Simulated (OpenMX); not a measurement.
SnO:

```
Sn O
1.0
     3.13193    0.00000    0.00000
     0.00000    3.13193    0.00000
     0.00000    0.00000    3.13193
Sn O
1 1
Direct
  0.00000 0.00000 0.00000
  0.50000 0.50000 0.50000
```

The cell was built by a generator and needn't be a form met in nature.

Base run:

| Property | Result |
| --- | --- |
| Program | OpenMX 3.8.5 |
| Functional | PBE |
| Dispersion | D3(BJ) |
| Potentials or basis | OpenMX 2013 PBE set, Sn7.0-s3p2d2, O6.0-s2p2d1, grid cutoff 500 Ry |
| k mesh | 7 × 7 × 7 |
| Occupations | fermi-dirac, width 0.05 eV |
| Spin | no spin polarisation |

Its results: band gap on the k mesh none (metal or under the smearing width); pressure -5.4 GPa.

Question: The run is repeated on the same cell with these changes: dispersion from D3(BJ) to none. What comes out?

Answer: Band gap on the k mesh none (metal or under the smearing width); pressure -2.8 GPa.

Dispersion adds attraction, which lowers the pressure at fixed volume and, as a term added to the energy, leaves the levels alone.

Caveats: the basis of atomic orbitals isn't converged, which shifts pressures, moduli and gaps; pairwise dispersion overbinds metals, which lowers pressure and volume (some runs).

Not every run made on this cell is shown here.
